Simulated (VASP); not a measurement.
The system is SnSe.

```
CELL_PARAMETERS angstrom
0.00000 3.01000 3.01000
3.01000 0.00000 3.01000
3.01000 3.01000 0.00000
ATOMIC_POSITIONS crystal
Sn 0.00000 0.00000 0.00000
Se 0.50000 0.50000 0.50000
```

Measurements of this composition are mostly on another form, of space group No. 62.

```yaml
Program: VASP 6.6.1
Task: relaxation of cell and atoms
Functional: PBE
Dispersion: D3(BJ)
Potentials_or_basis: VASP PAW PBE potentials, release 64 (Sn_d, Se)
Cutoff: 600 eV
k_mesh: 6 × 6 × 6
Occupations: fermi-dirac, width 0.02 eV
Spin: no spin polarisation
```

At the start: pressure -1.5 GPa; volume 27.27 Å³/atom.

Problem. How do energy, volume and symmetry change on relaxing?

Solution. Over 3 steps the energy falls by 3.8 meV/atom and the volume is 26.48 Å³/atom (-2.9 %); space group Fm-3m (No. 225, to 0.05 Å).

The path:
```csv
step,energy change (eV),largest force (eV/Å),pressure (GPa),volume (Å³)
1,0.0000,0.0000,-1.53,54.54
2,-0.0071,0.0000,0.46,52.52
3,-0.0077,0.0000,0.01,52.96
```

Final structure:
```yaml
crystal:
  lattice:
    - [0.00000, 2.98056, 2.98056]
    - [2.98056, 0.00000, 2.98056]
    - [2.98056, 2.98056, 0.00000]
  atoms:
    - { symbol: Sn, position: [0.00000, 0.00000, 0.00000] }
    - { symbol: Se, position: [0.50000, 0.50000, 0.50000] }
```
